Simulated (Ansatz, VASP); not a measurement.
**Two plane-wave programs on PbO**

The input POSCAR:

```
PbO
1.0
    0.0468795115      2.7987768033      2.7987768033
    2.7987768033      0.0468795115      2.7987768033
    2.8456563147      2.8456563147     -0.0000000001
Pb O
1 1
Direct
    0.0024232682      0.0024232682     -0.0024232682
    0.2475767318      0.2475767318      0.2524232682
```

The input INCAR.step1:

```
ALGO     = Normal         # electronic algorithm
EDIFF    = 1E-4           # SCF threshold, eV
ENCUT    = 520            # plane-wave cutoff, eV
GGA      = PE             # functional
ISMEAR   = 0              # smearing method
LASPH    = True           # aspherical terms in the spheres
LCHARG   = False          # write CHGCAR
LREAL    = False          # projectors in reciprocal space
LWAVE    = True           # write WAVECAR
NBANDS   = 17             # bands
NELM     = 60             # most SCF steps
PREC     = Accurate       # precision mode
SIGMA    = 0.01           # smearing width, eV
```

The input INCAR.step2:

```
ALGO     = Normal         # electronic algorithm
EDIFF    = 1E-6           # SCF threshold, eV
ENCUT    = 520            # plane-wave cutoff, eV
ISIF     = 2              # what is computed and relaxed
ISMEAR   = 0              # smearing method
ISTART   = 1            
LASPH    = True           # aspherical terms in the spheres
LCHARG   = False          # write CHGCAR
LMIXTAU  = True         
LREAL    = False          # projectors in reciprocal space
LWAVE    = False          # write WAVECAR
METAGGA  = R2SCAN         # meta-GGA
NBANDS   = 17             # bands
NELM     = 60             # most SCF steps
PREC     = Accurate       # precision mode
SIGMA    = 0.01           # smearing width, eV
```

File KPOINTS:

```
k-points
0
Gamma
  8 8 8
```

Input for Ansatz:

```yaml
crystal:
  lattice:
    - [0.0468795115, 2.7987768033, 2.7987768033]
    - [2.7987768033, 0.0468795115, 2.7987768033]
    - [2.8456563147, 2.8456563147, -1.0e-10]
  atoms:
    - { symbol: Pb, position: [0.0024232682, 0.0024232682, -0.0024232682] }
    - { symbol: O, position: [0.2475767318, 0.2475767318, 0.2524232682] }
kpoints:
  mp_grid: { grid: [8, 8, 8] }
  band_path:
    path:
      - [0.0, 0.0, 0.0]
      - [-0.5, -0.5, 0.0]
      - [-0.375, -0.375, 0.25]
      - [-0.375, 0.0, 0.375]
      - [0.0, 0.0, 0.5]
      - [-0.5, -0.25, 0.25]
      - [0.25, -0.25, -0.5]
      - [0.0, 0.5, 0.5]
    npoints: 1
hamiltonian:
  xc: r2scan
scf:
  occupations: { method: fixed }
  n_extra_bands: 4
output:
  forces: true
  stress: true
  eigenvalues: true
  write_density: true
  write_potential: true
  elf: true
  volumetric_format: npy
```

Change from the starting cell: shear_xy strain +3.4%.

Alike in both runs: task single point; functional r2SCAN; k mesh 8 × 8 × 8; no spin polarisation.

```csv
,VASP,Ansatz
version,VASP 6.6.1,Ansatz 0.2.0
potentials or method,"VASP PAW PBE potentials, release 64 (Pb_d, O)","plane waves, PAW"
plane-wave cutoff (eV),520,500
occupations,"gaussian, width 0.01 eV",fixed
valence electrons in the cell,20,20
```

```tsv
	VASP	Ansatz	Ansatz less VASP
gap on the k mesh at the Fermi level (eV)	0.61	0.62	+0.010
pressure (GPa)	0.2	0.0	-0.28
largest component of the traceless stress (GPa)	0.41	0.43	+0.019
rms of the force components (eV/Å)	0.004	0.000	-0.0040
```

Atom by atom the forces differ by 0.004 eV/Å (rms over components).

Caveats: the PAW data sets were made with another functional, which shifts forces and pressure a little (VASP); spin-orbit coupling is left out, which as a rule narrows the gap of such compounds by several tenths of an eV. A k mesh can miss the band edges.
